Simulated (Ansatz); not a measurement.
CaSe in the rocksalt structure at its r2SCAN geometry, run in Ansatz 0.2.0 at 2 levels of theory. No spin polarisation and no zero-point or thermal motion.

The HSE06 input:
```yaml
crystal:
  lattice:
    - [0.0, 2.9675351118, 2.9675351118]
    - [2.9675351118, 0.0, 2.9675351118]
    - [2.9675351118, 2.9675351118, 0.0]
  atoms:
    - { symbol: Ca, position: [0.0, 0.0, 0.0] }
    - { symbol: Se, position: [0.5, 0.5, 0.5] }
kpoints:
  mp_grid: { grid: [6, 6, 6] }
  band_path:
    path:
      - [0.0, 0.0, 0.0]
      - [0.5, 0.0, 0.5]
      - [0.625, 0.25, 0.625]
      - [0.375, 0.375, 0.75]
      - [0.5, 0.5, 0.5]
      - [0.5, 0.25, 0.75]
      - [0.0, 0.5, 0.5]
    npoints: 1
hamiltonian:
  xc: hse06
scf:
  occupations: { method: fixed }
  n_extra_bands: 4
output:
  forces: true
  stress: true
  eigenvalues: true
```

Main results, then, where recorded, the levels near the gap in eV from the Fermi energy (columns number the bands from 0), one row a point of the path (Γ, X, U, K, L, W, X):
```
Crystal: 2 atoms, lattice volume = 52.266 Å³
Symmetry: 48 space group operations
Space group: Fm-3m (ITA 225)
```
```
Basis set: ecut = 420 eV, 965 PW (Γ)
Bands: 17, of which v1, the nominal top of the filled ones, is band 13 counted from 1 (12 counted from 0)
k-points: 16 of 216
Exchange kernel: α = 0.2500, screened, ω = 0.2079 Å⁻¹, Wigner–Seitz truncation, v(0) = 1046.7889 eV·Å³, q-mesh 6×6×6
hybrid outer 1: dexx = +8.440e-3 eV, tail = 3.49e-5 eV
hybrid outer 2: dexx = +4.619e-7 eV, tail = 1.04e-8 eV, Δε = 2.93e-3 eV
Free energy (F): -7292.544307 eV
Fermi energy:    6.401013 eV
--- Stress (GPa, compression-positive) ---
        0.181056       0.000000       0.000000
        0.000000       0.181056       0.000000
        0.000000       0.000000       0.181056
  P = ⅓ Tr σ = 0.1811 GPa (1.811 kbar)
```
```tsv
band_10	band_11	band_12	band_13	band_14	band_15
0.000	0.000	0.000	4.238	4.923	4.923
-2.777	-1.033	-1.033	2.999	5.975	6.456
-2.468	-2.197	-1.189	4.336	6.962	7.226
-2.468	-2.197	-1.189	4.336	6.962	7.226
-3.543	-1.228	-1.228	5.360	6.946	7.061
-2.154	-2.154	-1.780	5.628	5.628	6.445
-2.777	-1.033	-1.033	2.999	5.975	6.456
```

HSE06 gives an indirect gap of 3.00 eV, from Γ to X; the least direct gap is 4.03 eV at X.

PBE0. Against the first input these blocks differ (the band path and keys that only write files left aside):
```yaml
hamiltonian:
  xc: pbe0
```

```
Basis set: ecut = 420 eV, 965 PW (Γ)
Bands: 17, of which v1, the nominal top of the filled ones, is band 13 counted from 1 (12 counted from 0)
k-points: 16 of 216
hybrid outer 1: dexx = +1.175e-2 eV, tail = 4.60e-5 eV
hybrid outer 2: dexx = +1.520e-6 eV, tail = 3.56e-8 eV, Δε = 3.01e-3 eV
Free energy (F): -7292.727779 eV
Fermi energy:    6.054848 eV
--- Stress (GPa, compression-positive) ---
        0.154307       0.000000       0.000000
        0.000000       0.154307       0.000000
        0.000000       0.000000       0.154307
  P = ⅓ Tr σ = 0.1543 GPa (1.543 kbar)
```
```tsv
band_10	band_11	band_12	band_13	band_14	band_15
0.000	0.000	0.000	4.890	5.634	5.634
-2.845	-1.058	-1.058	3.677	6.671	7.179
-2.532	-2.253	-1.221	5.035	7.681	7.958
-2.532	-2.253	-1.221	5.035	7.681	7.958
-3.624	-1.265	-1.265	6.035	7.678	7.797
-2.211	-2.211	-1.826	6.346	6.346	7.159
-2.845	-1.058	-1.058	3.677	6.671	7.179
```

The PBE0 gap is indirect, 3.68 eV (Γ to X), below the direct gap of 4.73 eV at X. The mean stress, +0.2 GPa, is small, and the program warns that its thresholds are loose for a hybrid's stress.

Totals of different functionals can't be compared.

Spin-orbit coupling is left out.

The meshes of the hybrids are coarse, so their gaps aren't converged to the digits shown.
